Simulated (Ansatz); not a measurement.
## Hf, space group Im-3m: a phonon calculation by linear response

Computed with the Ansatz DFT code, driven from Python.

The script reads `hf.vasp`:
```text
Hf
1.0
  -1.80500000    1.80500000    1.80500000
   1.80500000   -1.80500000    1.80500000
   1.80500000    1.80500000   -1.80500000
Hf
1
Direct
   0.00000000    0.00000000    0.00000000
```

The script, `dfpt_hf.py`:
```python
# -*- coding: utf-8 -*-
'''DFPT phonons of Hf.'''

from pathlib import Path

import ansatz as az
from ase.io import read
import numpy as np


def main():
    atoms = read('hf.vasp', format='vasp')
    hf = az.Crystal.from_ase(atoms)

    model = (
        hf.calculation()
        .functional('pbe')
        .basis(450)
        .occupations('methfessel_paxton', width=0.1)
        .kpoints(12, 12, 12)
        .phonons('dfpt', points=[(0, 0, 0), (0.5, 0.5, 0), (0.5, 0.5, 0.5)])
    )
    out = model.run(threads=1, runs_dir='runs')
    ph = out.phonons

    for q in ph.qpoints:
        print('q =', np.round(q.q_frac, 3), '1/cm:', ' '.join(f'{w:.1f}' for w in q.omega_inv_cm))


if __name__ == '__main__':
    main()
```

`python dfpt_hf.py` gives:
```text
q = [0. 0. 0.] 1/cm: -0.0 -0.0 -0.0
q = [0.5 0.5 0. ] 1/cm: -86.2 76.7 86.9
q = [0.5 0.5 0.5] 1/cm: 112.4 112.4 112.4
```

Caveats:
- The run is spin-unpolarised.
- The cell isn't relaxed first, so the values belong to this volume.
- The mesh is modest for a metal, so energies can be off by several to tens of meV an atom and pressures by half a GPa or more; differences at equal mesh fare better.
- A negative frequency stands for an imaginary mode.
- Spin-orbit coupling, which matters for elements this heavy, is left out.
- This isn't the structure that Hf takes at ambient conditions.
- The structure is taken as given; imaginary modes can come from an unrelaxed or unstable start. Phonons of metals also depend on mesh and smearing.
- Hardware and time: 100 s on 1 thread of Arm Neoverse N1, on a shared host, peak memory 0.97 GiB.
